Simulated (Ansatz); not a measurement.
# Ruthenium, hcp under PBEsol: structure, energy and stiffness, part 2 of 2

What does PBEsol give for ruthenium in the hcp structure? We relax it, solve it on a dense k-mesh, switch on spin-orbit coupling, then scale the cell to 7 volumes from 88 to 112 % of the relaxed one and try a fit of the equation of state. The start is ferromagnetic. The k-meshes are 13×13×8 for the relaxation; 22×22×12 for the dense run; 13×13×8 for spin-orbit coupling; 22×22×12 for the volumes. The starting cell is the deposited one, from the Crystallography Open Database.

Ansatz 0.2.0; DFT, PBEsol, plane waves (420 eV) with PAW, scalar-relativistic. Earlier steps stand in the parts before.

## 3. Single point on a dense mesh

The input, input.yaml:

```yaml
crystal:
  lattice:
    - [2.693583866, 0.0, 0.0]
    - [-1.346791933, 2.3327120552, 0.0]
    - [0.0, 0.0, 4.2401619846]
  atoms:
    - { symbol: Ru, position: [0.3333333333, 0.6666666667, 0.25], spin: 1.0 }
    - { symbol: Ru, position: [0.6666666667, 0.3333333333, 0.75], spin: 1.0 }
hamiltonian:
  xc: pbesol
  pseudopotentials:
    kind: paw
    azcp:
      Ru: "pseudopotentials/Ru.paw.azcp"
basis:
  ecutwfc: 420
  fft_grid_basis: typed
kpoints:
  mp_grid: { grid: [22, 22, 12], shift: [0, 0, 0] }
magnetization:
  spin_polarized: true
scf:
  occupations: { method: fermi_dirac, width: 0.05 }
```

The log of the run, cut to the lines that bear on the results:

```text
Warning: <dir> the record states the generating functional pbe (its physics header spells it `PBE`), which answers neither for hamiltonian.xc's functional nor for the pbesol family's — results may be inconsistent (PPs are generated against a specific XC)
Warning: RAYON_NUM_THREADS=4 ignored (pool sized by the plan → 4); use --threads N
[...]
Pseudopotentials: kind: paw
Pseudopotential: Ru, paw, valence charge 16, recommended cutoff 420 eV (normal), <dir>
Functional definition: PBEsol
[...]
Crystal: 2 atoms, lattice volume = 26.642 Å³
Basis set: ecut = 420 eV, 537 PW (Γ)
Bands: 21, of which v1, the nominal top of the filled ones, is band 16 counted from 1 (15 counted from 0)
Symmetry: 24 space group operations
[...]
WARN: the starting moments were not kept: the SCF closed with an absolute magnetisation of 1.2e-6 μB, where they sum to 2 μB in size (2 sites). That is at most 0.1 of that sum. Measured as dr2_m measures the in/out step, that magnetisation stands 2.9e-13 eV from none, at or under the [...]
SCF converged after 9 iterations
Magnetization: -0.0000 μB (16.0000 up, 16.0000 down)
Absolute magnetization: 0.0000 μB (∫|ρ↑−ρ↓|, with the PAW one-centre terms)
Spin contamination: 0.0000 ħ² per cell (⟨S²⟩ above its minimum at these occupations)
Per-site moments (μB) at R_I (Å): [(-3.3483023593209125e-7, 1.0845854345847212), (-3.3483023586741065e-7, 1.0845854345847212)]
Free energy (F): -11633.017789 eV
[...]
E sigma→0 (E₀):  -11633.012257 eV
Entropy (-TS):   -0.011064 eV (-5.532 meV/atom)
Fermi energy:    23.935212 eV
[...]
```

It took 4.1 s on 4 threads of an x86-64 CPU, shared host; peak memory 0.58 GiB.

## 4. A two-component run at the same geometry

The input, input.yaml:

```yaml
crystal:
  lattice:
    - [2.693583866, 0.0, 0.0]
    - [-1.346791933, 2.3327120552, 0.0]
    - [0.0, 0.0, 4.2401619846]
  atoms:
    - { symbol: Ru, position: [0.3333333333, 0.6666666667, 0.25], spin: 1.0, spin_axis: [0, 0, 1] }
    - { symbol: Ru, position: [0.6666666667, 0.3333333333, 0.75], spin: 1.0, spin_axis: [0, 0, 1] }
hamiltonian:
  xc: pbesol
  pseudopotentials:
    kind: paw_fr
    azcp:
      Ru: "pseudopotentials/Ru.paw.azcp"
basis:
  ecutwfc: 420
  fft_grid_basis: typed
kpoints:
  mp_grid: { grid: [13, 13, 8], shift: [0, 0, 0] }
magnetization:
  noncollinear: true
  spin_orbit: true
scf:
  occupations: { method: fermi_dirac, width: 0.05 }
```

The log of the run, cut to the lines that bear on the results:

```text
Warning: <dir> the record states the generating functional pbe (its physics header spells it `PBE`), which answers neither for hamiltonian.xc's functional nor for the pbesol family's — results may be inconsistent (PPs are generated against a specific XC)
Warning: RAYON_NUM_THREADS=4 ignored (pool sized by the plan → 4); use --threads N
[...]
Pseudopotentials: kind: paw_fr
Pseudopotential: Ru, paw_fr, valence charge 16, recommended cutoff 420 eV (normal), <dir>
[... 1 set-up line as earlier in the session ...]
[...]
Crystal: 2 atoms, lattice volume = 26.642 Å³
Basis set: ecut = 420 eV, 537 PW (Γ)
Bands: 40, of which v1, the nominal top of the filled ones, is band 32 counted from 1 (31 counted from 0)
[...]
WARN: the starting moments were not kept: the SCF closed with an absolute magnetisation of 1.2e-6 μB, where they sum to 2 μB in size (2 sites). That is at most 0.1 of that sum. Measured as dr2_m measures the in/out step, that magnetisation stands 2.6e-13 eV from none, at or under the [...]
SCF converged after 14 iterations
Magnetization: |M| = 0.0000 μB,  M = (+0.0000, -0.0000, -0.0000) μB
Absolute magnetization: 0.0000 μB (∫|m|, with the PAW one-centre terms)
  site 0: m = (+0.0000, -0.0000, -0.0000) μB, |m| = 0.0000 μB  (R = 1.08 Å)
  site 1: m = (-0.0000, +0.0000, -0.0000) μB, |m| = 0.0000 μB  (R = 1.08 Å)
Free energy (F): -11636.102684 eV
[...]
E sigma→0 (E₀):  -11636.096492 eV
Entropy (-TS):   -0.012384 eV (-6.192 meV/atom)
Fermi energy:    23.986714 eV
[...]
```

It took 6.3 s on 4 threads of an x86-64 CPU, shared host; peak memory 0.55 GiB.

Side by side:

```csv
,scalar-relativistic,with spin-orbit coupling
k-mesh,22×22×12,13×13×8
gap on the mesh,none (levels filled in part),none (levels filled in part)
magnetic state,non-magnetic,non-magnetic
```

The meshes differ, so small differences between the columns need not come from spin-orbit coupling.

## 5. The cell scaled to 88 % of its volume

The input, input.yaml:

```yaml
crystal:
  lattice:
    - [2.5812182445, 0.0, 0.0]
    - [-1.2906091222, 2.2354005725, 0.0]
    - [0.0, 0.0, 4.0632792661]
  atoms:
    - { symbol: Ru, position: [0.3333333333, 0.6666666667, 0.25], spin: 1.0 }
    - { symbol: Ru, position: [0.6666666667, 0.3333333333, 0.75], spin: 1.0 }
hamiltonian:
  xc: pbesol
  pseudopotentials:
    kind: paw
    azcp:
      Ru: "pseudopotentials/Ru.paw.azcp"
basis:
  ecutwfc: 420
  fft_grid_basis: typed
kpoints:
  mp_grid: { grid: [22, 22, 12], shift: [0, 0, 0] }
magnetization:
  spin_polarized: true
scf:
  occupations: { method: fermi_dirac, width: 0.05 }
output:
  stress: true
```

The log of the run, cut to the lines that bear on the results:

```text
Warning: <dir> the record states the generating functional pbe (its physics header spells it `PBE`), which answers neither for hamiltonian.xc's functional nor for the pbesol family's — results may be inconsistent (PPs are generated against a specific XC)
Warning: RAYON_NUM_THREADS=4 ignored (pool sized by the plan → 4); use --threads N
[...]
[... 3 set-up lines as earlier in the session ...]
[...]
Crystal: 2 atoms, lattice volume = 23.445 Å³
Basis set: ecut = 420 eV, 463 PW (Γ)
Bands: 21, of which v1, the nominal top of the filled ones, is band 16 counted from 1 (15 counted from 0)
[... 1 set-up line as earlier in the session ...]
[...]
WARN: the starting moments were not kept: the SCF closed with an absolute magnetisation of 8.9e-7 μB, where they sum to 2 μB in size (2 sites). That is at most 0.1 of that sum. Measured as dr2_m measures the in/out step, that magnetisation stands 1.3e-13 eV from none, at or under the [...]
SCF converged after 9 iterations
Magnetization: -0.0000 μB (16.0000 up, 16.0000 down)
Absolute magnetization: 0.0000 μB (∫|ρ↑−ρ↓|, with the PAW one-centre terms)
Spin contamination: 0.0000 ħ² per cell (⟨S²⟩ above its minimum at these occupations)
Per-site moments (μB) at R_I (Å): [(-1.8041239986386972e-7, 1.0393408376114472), (-1.8041239995203886e-7, 1.0393408376114472)]
Free energy (F): -11632.486417 eV
[...]
E sigma→0 (E₀):  -11632.481843 eV
Entropy (-TS):   -0.009149 eV (-4.575 meV/atom)
Fermi energy:    27.933463 eV
[...]
--- Stress (GPa, compression-positive) ---
       58.220194      -0.000000       0.000000
       -0.000000      58.220194       0.000000
        0.000000       0.000000      63.975186
  P = ⅓ Tr σ = 60.1385 GPa (601.385 kbar)
```

Run time: 4 s. Hardware: 4 threads of an x86-64 CPU, shared host; peak memory 0.56 GiB.

## 6. The cell scaled to 92 % of its volume

input.yaml, as its differences from that of step 5:

```diff
@@ -2,5 +2,5 @@
   lattice:
-    - [2.5812182445, 0.0, 0.0]
-    - [-1.2906091222, 2.2354005725, 0.0]
-    - [0.0, 0.0, 4.0632792661]
+    - [2.6197495706, 0.0, 0.0]
+    - [-1.3098747853, 2.2687696797, 0.0]
+    - [0.0, 0.0, 4.1239341676]
   atoms:
```

The log of the run, cut to the lines that bear on the results:

```text
Warning: <dir> the record states the generating functional pbe (its physics header spells it `PBE`), which answers neither for hamiltonian.xc's functional nor for the pbesol family's — results may be inconsistent (PPs are generated against a specific XC)
Warning: RAYON_NUM_THREADS=4 ignored (pool sized by the plan → 4); use --threads N
[...]
[... 3 set-up lines as earlier in the session ...]
[...]
Crystal: 2 atoms, lattice volume = 24.511 Å³
Basis set: ecut = 420 eV, 487 PW (Γ)
Bands: 21, of which v1, the nominal top of the filled ones, is band 16 counted from 1 (15 counted from 0)
[... 1 set-up line as earlier in the session ...]
[...]
WARN: the starting moments were not kept: the SCF closed with an absolute magnetisation of 9.3e-7 μB, where they sum to 2 μB in size (2 sites). That is at most 0.1 of that sum. Measured as dr2_m measures the in/out step, that magnetisation stands 1.3e-13 eV from none, at or under the [...]
SCF converged after 9 iterations
Magnetization: -0.0000 μB (16.0000 up, 16.0000 down)
Absolute magnetization: 0.0000 μB (∫|ρ↑−ρ↓|, with the PAW one-centre terms)
Spin contamination: 0.0000 ħ² per cell (⟨S²⟩ above its minimum at these occupations)
Per-site moments (μB) at R_I (Å): [(-1.8547106660856118e-7, 1.0548556747654816), (-1.8547106661182477e-7, 1.0548556747654816)]
Free energy (F): -11632.800787 eV
[...]
E sigma→0 (E₀):  -11632.795912 eV
Entropy (-TS):   -0.009749 eV (-4.875 meV/atom)
Fermi energy:    26.487864 eV
[...]
--- Stress (GPa, compression-positive) ---
       34.023995       0.000000       0.000000
        0.000000      34.023995       0.000000
        0.000000       0.000000      37.971030
  P = ⅓ Tr σ = 35.3397 GPa (353.397 kbar)
```

Run time: 4.4 s. Hardware: 4 threads of an x86-64 CPU, shared host; peak memory 0.56 GiB.

## 7. The cell scaled to 96 % of its volume

input.yaml, as its differences from that of step 6:

```diff
@@ -2,5 +2,5 @@
   lattice:
-    - [2.6197495706, 0.0, 0.0]
-    - [-1.3098747853, 2.2687696797, 0.0]
-    - [0.0, 0.0, 4.1239341676]
+    - [2.6571796215, 0.0, 0.0]
+    - [-1.3285898107, 2.3011850546, 0.0]
+    - [0.0, 0.0, 4.1828554735]
   atoms:
```

The log of the run, cut to the lines that bear on the results:

```text
Warning: <dir> the record states the generating functional pbe (its physics header spells it `PBE`), which answers neither for hamiltonian.xc's functional nor for the pbesol family's — results may be inconsistent (PPs are generated against a specific XC)
Warning: RAYON_NUM_THREADS=4 ignored (pool sized by the plan → 4); use --threads N
[...]
[... 3 set-up lines as earlier in the session ...]
[...]
Crystal: 2 atoms, lattice volume = 25.577 Å³
Basis set: ecut = 420 eV, 523 PW (Γ)
Bands: 21, of which v1, the nominal top of the filled ones, is band 16 counted from 1 (15 counted from 0)
[... 1 set-up line as earlier in the session ...]
[...]
WARN: the starting moments were not kept: the SCF closed with an absolute magnetisation of 3.1e-7 μB, where they sum to 2 μB in size (2 sites). That is at most 0.1 of that sum. Measured as dr2_m measures the in/out step, that magnetisation stands 1.7e-14 eV from none, at or under the [...]
SCF converged after 10 iterations
Magnetization: 0.0000 μB (16.0000 up, 16.0000 down)
Absolute magnetization: 0.0000 μB (∫|ρ↑−ρ↓|, with the PAW one-centre terms)
Spin contamination: 0.0000 ħ² per cell (⟨S²⟩ above its minimum at these occupations)
Per-site moments (μB) at R_I (Å): [(7.703383350608821e-8, 1.0699270777870193), (7.703383341881243e-8, 1.0699270777870193)]
Free energy (F): -11632.967813 eV
[...]
E sigma→0 (E₀):  -11632.962623 eV
Entropy (-TS):   -0.010380 eV (-5.190 meV/atom)
Fermi energy:    25.159607 eV
[...]
--- Stress (GPa, compression-positive) ---
       14.811410      -0.000000       0.000000
        0.000000      14.811410       0.000000
        0.000000       0.000000      17.290654
  P = ⅓ Tr σ = 15.6378 GPa (156.378 kbar)
```

Wall time 5.1 s (4 threads of an x86-64 CPU, shared host); peak memory 0.57 GiB.

## 8. The cell scaled to 100 % of its volume

input.yaml, as its differences from that of step 7:

```diff
@@ -2,5 +2,5 @@
   lattice:
-    - [2.6571796215, 0.0, 0.0]
-    - [-1.3285898107, 2.3011850546, 0.0]
-    - [0.0, 0.0, 4.1828554735]
+    - [2.693583866, 0.0, 0.0]
+    - [-1.346791933, 2.3327120552, 0.0]
+    - [0.0, 0.0, 4.2401619846]
   atoms:
```

The log of the run, cut to the lines that bear on the results:

```text
Warning: <dir> the record states the generating functional pbe (its physics header spells it `PBE`), which answers neither for hamiltonian.xc's functional nor for the pbesol family's — results may be inconsistent (PPs are generated against a specific XC)
Warning: RAYON_NUM_THREADS=4 ignored (pool sized by the plan → 4); use --threads N
[...]
[... 3 set-up lines as earlier in the session ...]
[...]
Crystal: 2 atoms, lattice volume = 26.642 Å³
Basis set: ecut = 420 eV, 537 PW (Γ)
Bands: 21, of which v1, the nominal top of the filled ones, is band 16 counted from 1 (15 counted from 0)
[... 1 set-up line as earlier in the session ...]
[...]
WARN: the starting moments were not kept: the SCF closed with an absolute magnetisation of 1.2e-6 μB, where they sum to 2 μB in size (2 sites). That is at most 0.1 of that sum. Measured as dr2_m measures the in/out step, that magnetisation stands 2.9e-13 eV from none, at or under the [...]
SCF converged after 9 iterations
Magnetization: -0.0000 μB (16.0000 up, 16.0000 down)
Absolute magnetization: 0.0000 μB (∫|ρ↑−ρ↓|, with the PAW one-centre terms)
Spin contamination: 0.0000 ħ² per cell (⟨S²⟩ above its minimum at these occupations)
Per-site moments (μB) at R_I (Å): [(-3.348450555924026e-7, 1.0845854345847212), (-3.348450553682432e-7, 1.0845854345847212)]
Free energy (F): -11633.017789 eV
[...]
E sigma→0 (E₀):  -11633.012257 eV
Entropy (-TS):   -0.011064 eV (-5.532 meV/atom)
Fermi energy:    23.935212 eV
[...]
--- Stress (GPa, compression-positive) ---
       -0.437465       0.000000       0.000000
       -0.000000      -0.437465       0.000000
        0.000000       0.000000       0.854660
  P = ⅓ Tr σ = -0.0068 GPa (-0.068 kbar)
```

It took 5 s on 4 threads of an x86-64 CPU, shared host; peak memory 0.59 GiB.

## 9. The cell scaled to 104 % of its volume

input.yaml, as its differences from that of step 8:

```diff
@@ -2,5 +2,5 @@
   lattice:
-    - [2.693583866, 0.0, 0.0]
-    - [-1.346791933, 2.3327120552, 0.0]
-    - [0.0, 0.0, 4.2401619846]
+    - [2.7290298239, 0.0, 0.0]
+    - [-1.3645149119, 2.3634091552, 0.0]
+    - [0.0, 0.0, 4.2959599885]
   atoms:
```

The log of the run, cut to the lines that bear on the results:

```text
Warning: <dir> the record states the generating functional pbe (its physics header spells it `PBE`), which answers neither for hamiltonian.xc's functional nor for the pbesol family's — results may be inconsistent (PPs are generated against a specific XC)
Warning: RAYON_NUM_THREADS=4 ignored (pool sized by the plan → 4); use --threads N
[...]
[... 3 set-up lines as earlier in the session ...]
[...]
Crystal: 2 atoms, lattice volume = 27.708 Å³
Basis set: ecut = 420 eV, 537 PW (Γ)
Bands: 21, of which v1, the nominal top of the filled ones, is band 16 counted from 1 (15 counted from 0)
[... 1 set-up line as earlier in the session ...]
[...]
WARN: the starting moments were not kept: the SCF closed with an absolute magnetisation of 1.0e-6 μB, where they sum to 2 μB in size (2 sites). That is at most 0.1 of that sum. Measured as dr2_m measures the in/out step, that magnetisation stands 1.9e-13 eV from none, at or under the [...]
SCF converged after 9 iterations
Magnetization: -0.0000 μB (16.0000 up, 16.0000 down)
Absolute magnetization: 0.0000 μB (∫|ρ↑−ρ↓|, with the PAW one-centre terms)
Spin contamination: 0.0000 ħ² per cell (⟨S²⟩ above its minimum at these occupations)
Per-site moments (μB) at R_I (Å): [(-2.563114654934245e-7, 1.0988579323210361), (-2.5631146559078686e-7, 1.0988579323210361)]
Free energy (F): -11632.974891 eV
[...]
E sigma→0 (E₀):  -11632.968987 eV
Entropy (-TS):   -0.011809 eV (-5.904 meV/atom)
Fermi energy:    22.803059 eV
[...]
--- Stress (GPa, compression-positive) ---
      -12.518101       0.000000       0.000000
        0.000000     -12.518101      -0.000000
        0.000000      -0.000000     -12.184774
  P = ⅓ Tr σ = -12.4070 GPa (-124.070 kbar)
```

It took 4.2 s on 4 threads of an x86-64 CPU, shared host; peak memory 0.6 GiB.

## 10. The cell scaled to 108 % of its volume

input.yaml, as its differences from that of step 9:

```diff
@@ -2,5 +2,5 @@
   lattice:
-    - [2.7290298239, 0.0, 0.0]
-    - [-1.3645149119, 2.3634091552, 0.0]
-    - [0.0, 0.0, 4.2959599885]
+    - [2.7635781728, 0.0, 0.0]
+    - [-1.3817890864, 2.393328903, 0.0]
+    - [0.0, 0.0, 4.3503450022]
   atoms:
```

The log of the run, cut to the lines that bear on the results:

```text
Warning: <dir> the record states the generating functional pbe (its physics header spells it `PBE`), which answers neither for hamiltonian.xc's functional nor for the pbesol family's — results may be inconsistent (PPs are generated against a specific XC)
Warning: RAYON_NUM_THREADS=4 ignored (pool sized by the plan → 4); use --threads N
[...]
[... 3 set-up lines as earlier in the session ...]
[...]
Crystal: 2 atoms, lattice volume = 28.774 Å³
Basis set: ecut = 420 eV, 573 PW (Γ)
Bands: 21, of which v1, the nominal top of the filled ones, is band 16 counted from 1 (15 counted from 0)
[... 1 set-up line as earlier in the session ...]
[...]
WARN: the starting moments were not kept: the SCF closed with an absolute magnetisation of 8.6e-7 μB, where they sum to 2 μB in size (2 sites). That is at most 0.1 of that sum. Measured as dr2_m measures the in/out step, that magnetisation stands 1.9e-13 eV from none, at or under the [...]
SCF converged after 9 iterations
Magnetization: -0.0000 μB (16.0000 up, 16.0000 down)
Absolute magnetization: 0.0000 μB (∫|ρ↑−ρ↓|, with the PAW one-centre terms)
Spin contamination: 0.0000 ħ² per cell (⟨S²⟩ above its minimum at these occupations)
Per-site moments (μB) at R_I (Å): [(-3.6592669474269465e-7, 1.1127690031613353), (-3.6592669471614997e-7, 1.1127690031613353)]
Free energy (F): -11632.858489 eV
[...]
E sigma→0 (E₀):  -11632.852182 eV
Entropy (-TS):   -0.012615 eV (-6.308 meV/atom)
Fermi energy:    21.753232 eV
[...]
--- Stress (GPa, compression-positive) ---
      -22.055482       0.000000       0.000000
        0.000000     -22.055482       0.000000
        0.000000       0.000000     -22.497808
  P = ⅓ Tr σ = -22.2029 GPa (-222.029 kbar)
```

Run time: 4 s. Hardware: 4 threads of an x86-64 CPU, shared host; peak memory 0.6 GiB.

## 11. The cell scaled to 112 % of its volume

input.yaml, as its differences from that of step 10:

```diff
@@ -2,5 +2,5 @@
   lattice:
-    - [2.7635781728, 0.0, 0.0]
-    - [-1.3817890864, 2.393328903, 0.0]
-    - [0.0, 0.0, 4.3503450022]
+    - [2.7972836675, 0.0, 0.0]
+    - [-1.3986418337, 2.4225187176, 0.0]
+    - [0.0, 0.0, 4.4034032192]
   atoms:
```

The log of the run, cut to the lines that bear on the results:

```text
Warning: <dir> the record states the generating functional pbe (its physics header spells it `PBE`), which answers neither for hamiltonian.xc's functional nor for the pbesol family's — results may be inconsistent (PPs are generated against a specific XC)
Warning: RAYON_NUM_THREADS=4 ignored (pool sized by the plan → 4); use --threads N
[...]
[... 3 set-up lines as earlier in the session ...]
[...]
Crystal: 2 atoms, lattice volume = 29.840 Å³
Basis set: ecut = 420 eV, 591 PW (Γ)
Bands: 21, of which v1, the nominal top of the filled ones, is band 16 counted from 1 (15 counted from 0)
[... 1 set-up line as earlier in the session ...]
[...]
WARN: the starting moments were not kept: the SCF closed with an absolute magnetisation of 7.5e-7 μB, where they sum to 2 μB in size (2 sites). That is at most 0.1 of that sum. Measured as dr2_m measures the in/out step, that magnetisation stands 1.4e-13 eV from none, at or under the [...]
SCF converged after 9 iterations
Magnetization: -0.0000 μB (16.0000 up, 16.0000 down)
Absolute magnetization: 0.0000 μB (∫|ρ↑−ρ↓|, with the PAW one-centre terms)
Spin contamination: 0.0000 ħ² per cell (⟨S²⟩ above its minimum at these occupations)
Per-site moments (μB) at R_I (Å): [(-3.2998090130478176e-7, 1.1263406944166439), (-3.2998090144379823e-7, 1.1263406944166439)]
Free energy (F): -11632.684155 eV
[...]
E sigma→0 (E₀):  -11632.677415 eV
Entropy (-TS):   -0.013480 eV (-6.740 meV/atom)
Fermi energy:    20.777236 eV
[...]
--- Stress (GPa, compression-positive) ---
      -29.544410      -0.000000       0.000000
       -0.000000     -29.544410       0.000000
        0.000000       0.000000     -30.614368
  P = ⅓ Tr σ = -29.9011 GPa (-299.011 kbar)
```

Run time: 4.5 s. Hardware: 4 threads of an x86-64 CPU, shared host; peak memory 0.62 GiB.

## 12. The equation of state

All volumes keep the relaxed shape and fractional coordinates.

```csv
V (Å³/atom),E − E₀ (meV/atom),P from the stress (GPa),P from the fit (GPa)
11.723,265.1,60.14,60.22
12.256,108.1,35.34,35.27
12.788,24.8,15.64,15.56
13.321,-0.1,-0.01,-0.05
13.854,21.6,-12.41,-12.44
14.387,80.0,-22.20,-22.26
14.920,167.4,-29.90,-30.05
```

Fit (Birch-Murnaghan, third order): V₀ = 13.319 Å³/atom, B₀ = 347 GPa, B₀′ = 4.8, largest residual 0.08 meV/atom.

Fit and stress differ a little: one follows E(σ → 0), the other the smeared free energy.

## 13. Summary of results

The summary covers parts 1 to 2.

| quantity | value |
| --- | --- |
| space group (spins left aside) | P6_3/mmc (No. 194) |
| conventional cell | a = 2.694 Å, c = 4.240 Å (c/a = 1.574) |
| volume | 13.321 Å³/atom |
| shortest distance | 2.629 Å |
| against the deposited volume | -1.7 % (13.555 Å³/atom) |
| gap on the mesh | none (levels filled in part) |
| magnetic state | non-magnetic |
| V₀, B₀, B₀′ | 13.319 Å³/atom, 347 GPa, 4.8 |

In words: PBEsol puts the volume 1.7 % below the deposited one. Part of the miss is zero-point motion and any thermal expansion in the deposited cell. The moments die out: the run ends non-magnetic. No gap shows: it is a metal or semimetal at this level. Totals with and without spin-orbit coupling (-1.5 eV/atom apart) can't be read as binding, since the two-component data shift the zero of energy. B₀ comes out at 347 GPa, among the stiffest elements; letting shape and positions relax at each volume could only lower it.
